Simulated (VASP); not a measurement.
A calculation with VASP 6.6.1 of TiCo (ASE script, structure from a P1 CIF):

The input run.py:

```python
from ase.calculators.vasp import Vasp
from ase.dft.bandgap import bandgap
from ase.io import read

atoms = read('TiCo.cif')
atoms.set_initial_magnetic_moments([2.0, 1.0])
calc = Vasp(
    directory='calc',
    xc='pbe',
    pp='PBE',
    setups={'base': 'minimal', 'Co': '_GW', 'Ti': '_sv_GW'},
    prec='Accurate',
    encut=550,
    ediff=1e-06,
    ismear=0,
    sigma=0.1,
    lreal=False,
    lasph=True,
    nelm=150,
    algo='Normal',
    isif=2,
    lwave=False,
    lcharg=False,
    ispin=2,
    lorbit=11,
    lmaxmix=4,
    kpts=[9, 9, 9],
    gamma=True,
    nbands=22,
)
atoms.calc = calc

print('energy (eV):', atoms.get_potential_energy())
print('free energy (eV):', atoms.get_potential_energy(force_consistent=True))
print('forces (eV/A):')
print(atoms.get_forces())
print('stress (eV/A^3, Voigt):', atoms.get_stress())
print('Fermi level (eV):', calc.get_fermi_level())
print('moment (muB):', atoms.get_magnetic_moment())
print('site moments (muB):', atoms.get_magnetic_moments())
gap, top, bottom = bandgap(calc)
print('band gap (eV):', gap, 'from (spin, k, band)', top, 'to', bottom)
```

The input TiCo.cif:

```cif
data_TiCo
_cell_length_a 2.98611099
_cell_length_b 2.98611099
_cell_length_c 2.98611099
_cell_angle_alpha 90.00000000
_cell_angle_beta 90.00000000
_cell_angle_gamma 90.00000000
_space_group_name_H-M_alt 'P1'
_space_group_name_Hall 'P 1'
_space_group_IT_number 1
loop_
_space_group_symop_operation_xyz
'x,y,z'
loop_
_atom_site_label
_atom_site_type_symbol
_atom_site_symmetry_multiplicity
_atom_site_Wyckoff_symbol
_atom_site_fract_x
_atom_site_fract_y
_atom_site_fract_z
_atom_site_occupancy
Co1 Co 1 a 0.5000000000 0.5000000000 0.5000000000 1
Ti1 Ti 1 a 0.0000000000 0.0000000000 0.0000000000 1
```

Potentials or basis: VASP PAW PBE potentials, release 64 (Co_GW, Ti_sv_GW).

Command:

```bash
$ python run.py
```

The cell comes from a database or a generator and needn't be the stable form of this composition.

Task: Write the same calculation in another form: native input, structure from a POSCAR.

Result: As run:

INCAR

```
SYSTEM = TiCo
PREC = Accurate
ENCUT = 550
EDIFF = 1E-6
ISMEAR = 0
SIGMA = 0.1
LREAL = .FALSE.
LASPH = .TRUE.
NELM = 120
ALGO = Normal
ISIF = 2
LWAVE = .FALSE.
LCHARG = .FALSE.
ISPIN = 2
MAGMOM = 2 1
LORBIT = 11
LMAXMIX = 4
GGA = PE
```

The input KPOINTS:

```
Automatic mesh
0
G
  9 9 9
  0 0 0
```

POSCAR

```
TiCo
1.0
    2.9861109900      0.0000000000      0.0000000000
    0.0000000000      2.9861109900      0.0000000000
    0.0000000000      0.0000000000      2.9861109900
Co Ti
1 1
Cartesian
    1.4930554950      1.4930554950      1.4930554950
    0.0000000000      0.0000000000      0.0000000000
```

Potentials or basis: VASP PAW PBE potentials, release 64 (Co_GW, Ti_sv_GW).

Launch:

```sh
$ cat potpaw_PBE.64/Co_GW/POTCAR potpaw_PBE.64/Ti_sv_GW/POTCAR > POTCAR
$ mpirun -np 1 vasp_std > vasp.out
```

Both were run:

|  | ASE script, structure from a P1 CIF | native input, structure from a POSCAR |
| --- | --- | --- |
| Pressure | -2.0 GPa | -2.0 GPa |
| Band gap on the k mesh | none (metal or under the smearing width) | none (metal or under the smearing width) |
| Net moment | 0.81 μB per cell | 0.81 μB per cell |
| Site moments | Co +0.88; Ti -0.02 μB | Co +0.88; Ti -0.02 μB |
| Valence electrons inside the program's atomic spheres | Co 8.23; Ti 9.89 | Co 8.23; Ti 9.89 |

Keys that steer only the numerical path or the files written may differ.
